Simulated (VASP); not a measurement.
Crystal: I.

```
I
1.0
    -2.23991    2.04060    2.27540
     1.84402   -2.17174    2.01064
     2.21688    2.14871   -2.40654
I
1
Direct
  0.00000 0.00000 0.00000
```

The cell isn't the ideal one: cell sheared at random, sigma 0.06, atoms nudged by 0.01 Å.

| Property | Result |
| --- | --- |
| Program | VASP 6.6.1 |
| Task | relaxation of cell and atoms |
| Functional | RPBE |
| Potentials or basis | VASP PAW PBE potentials, release 64 (I) |
| Cutoff | 600 eV |
| k mesh | 9 × 10 × 9 |
| Occupations | gaussian, width 0.05 eV |
| Spin | no spin polarisation |

At the start: pressure 1.5 GPa; volume 36.09 Å³/atom.

Problem. Where does the relaxation end?

Solution. Over 29 steps the energy falls by 395.7 meV/atom and the volume is 69.22 Å³/atom (+91.8 %); space group P-1 (No. 2, to 0.05 Å).

The path:
| step | energy change (eV) | largest force (eV/Å) | pressure (GPa) | volume (Å³) |
| --- | --- | --- | --- | --- |
| 1 | 0.0000 | 0.0000 | 1.50 | 36.09 |
| 2 | -0.0967 | 0.0000 | 0.92 | 37.81 |
| 3 | -0.2369 | 0.0000 | 1.60 | 42.38 |
| 4 | -0.2453 | 0.0000 | 2.16 | 43.68 |
| 5 | -0.3039 | 0.0000 | -0.89 | 52.83 |
| 6 | -0.3039 | 0.0000 | -0.92 | 52.94 |
| 7 | -0.3348 | 0.0000 | -1.09 | 56.30 |
| 8 | -0.3600 | 0.0000 | -1.04 | 60.51 |
| 9 | -0.3853 | 0.0000 | -0.44 | 69.02 |
| 10 | -0.3275 | 0.0000 | 1.36 | 86.06 |
| 11 | -0.3890 | 0.0000 | -0.12 | 72.30 |
| 12 | -0.3890 | 0.0000 | -0.16 | 71.90 |
| 13 | -0.3909 | 0.0000 | 0.03 | 70.54 |
| 14 | -0.3912 | 0.0000 | 0.14 | 69.78 |
| 15 | -0.3928 | 0.0000 | 0.10 | 69.22 |
| 16 | -0.3945 | 0.0000 | -0.02 | 67.47 |
| 17 | -0.3946 | 0.0000 | -0.01 | 67.66 |
| 18 | -0.3948 | 0.0000 | 0.09 | 67.35 |
| 19 | -0.3948 | 0.0000 | 0.10 | 67.33 |
| 20 | -0.3952 | 0.0000 | 0.06 | 67.54 |
| 21 | -0.3953 | 0.0000 | -0.01 | 67.89 |
| 22 | -0.3953 | 0.0000 | 0.00 | 67.81 |
| 23 | -0.3955 | 0.0000 | 0.06 | 67.98 |
| 24 | -0.3955 | 0.0000 | 0.06 | 67.98 |
| 25 | -0.3956 | 0.0000 | 0.01 | 68.46 |
| 26 | -0.3956 | 0.0000 | -0.01 | 68.71 |
| 27 | -0.3957 | 0.0000 | 0.02 | 68.92 |
| 28 | -0.3957 | 0.0000 | 0.02 | 68.90 |
| 29 | -0.3957 | 0.0000 | 0.00 | 69.22 |

Final structure:
```cif
data_structure
_symmetry_space_group_name_H-M 'P 1'
_symmetry_Int_Tables_number 1
_cell_length_a 5.9274
_cell_length_b 4.4220
_cell_length_c 5.8701
_cell_angle_alpha 110.601
_cell_angle_beta 126.735
_cell_angle_gamma 112.943
_cell_volume 69.22
loop_
_atom_site_label
_atom_site_type_symbol
_atom_site_fract_x
_atom_site_fract_y
_atom_site_fract_z
_atom_site_occupancy
I1 I 0.00000 0.00000 0.00000 1
```

Caveat: the volume moved by over 15 % at a fixed basis, so the end points are rough; the PAW data sets were made with another functional, which shifts forces and pressure a little; an odd number of electrons without spin polarisation forces a metal; a magnetic or distorted state may lie lower.
